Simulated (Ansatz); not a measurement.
Crystal: Al.

```
CELL_PARAMETERS angstrom
0.00000 2.02481 2.02481
2.02481 0.00000 2.02481
2.02481 2.02481 0.00000
ATOMIC_POSITIONS crystal
Al 0.00000 0.00000 0.00000
```

```yaml
Program: Ansatz 0.2.0
Task: relaxation of cell and atoms
Functional: PBEsol
Potentials_or_basis: Ansatz PAW
Cutoff: "420 eV (not typed: the program's choice for these potentials)"
k_mesh: 11 × 11 × 11
Occupations: fermi-dirac, width 0.05 eV
Spin: no spin polarisation
```

At the start: volume 16.60 Å³/atom.

Problem. Where does the relaxation end?

Solution. It ends after 4 steps and the volume is 16.21 Å³/atom (-2.4 %); space group Fm-3m (No. 225, to 0.05 Å).

Step by step:
```
step  energy change (eV)  largest force (eV/Å)  volume (Å³)
   1              0.0000                0.0000        16.60
   2             -0.0025                0.0000        16.13
   3             -0.0026                0.0000        16.21
   4             -0.0025                0.0000        16.21
```

Final structure:
```yaml
crystal:
  lattice:
    - [0.00000, 2.00868, 2.00868]
    - [2.00868, 0.00000, 2.00868]
    - [2.00868, 2.00868, 0.00000]
  atoms:
    - { symbol: Al, position: [0.00000, 0.00000, 0.00000] }
```

The cell as given is a measured one (16.60 Å³/atom); PBEsol puts the equilibrium volume -2.4 % from it, thermal expansion not counted.

Caveat: the plane-wave basis is chosen anew once the cell has moved, so the energies of steps on either side of that aren't comparable; the PAW data sets come from PBE, with cores solved anew for the run's functional, which leaves a small shift of forces and pressure.
